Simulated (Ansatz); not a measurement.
A computed series for BeO: pressure series

Consider BeO in the wurtzite structure (space group P6_3mc, No. 186; a = 2.690 Å, c = 4.370 Å).

Cell and atoms are relaxed at each pressure.

Method: r2SCAN (Ansatz, a first-principles code, PAW, no spin-orbit coupling).

| change | density | electron mass | band gap |
|---|---|---|---|
| base | 3.03 g/cm³ | 0.53 mₑ along c, 0.61 mₑ across (at Γ) | 8.55 eV |
| pressure −2 GPa | 3.00 g/cm³ | 0.53 mₑ along k, 0.60 mₑ across (at Γ) | 8.45 eV |
| pressure −1 GPa | 3.02 g/cm³ | 0.53 mₑ along c, 0.60 mₑ across (at Γ) | 8.50 eV |
| pressure 0.3 GPa | 3.04 g/cm³ | 0.54 mₑ along c, 0.61 mₑ across (at Γ) | 8.57 eV |
| pressure 0.7 GPa | 3.04 g/cm³ | 0.54 mₑ along c, 0.61 mₑ across (at Γ) | 8.58 eV |
| pressure 1.5 GPa | 3.05 g/cm³ | 0.54 mₑ along c, 0.61 mₑ across (at Γ) | 8.62 eV |
| pressure 3 GPa | 3.07 g/cm³ | 0.54 mₑ along c, 0.62 mₑ across (at Γ) | 8.70 eV |
| pressure 5 GPa | 3.10 g/cm³ | 0.55 mₑ along c, 0.63 mₑ across (at Γ) | 8.79 eV |
| pressure 7.5 GPa | 3.13 g/cm³ | 0.55 mₑ along c, 0.64 mₑ across (at Γ) | 8.90 eV |
| pressure 10 GPa | 3.16 g/cm³ | 0.54 mₑ along c, 0.63 mₑ across (at Γ) | 9.01 eV |

Load acts through the strain it causes; cell and atoms are relaxed under it. Effective masses come from finite differences of ±0.01 Å⁻¹. Along k means along the line from Γ to the band edge. Stability against distortions was not tested. Competing high-pressure phases were not computed.
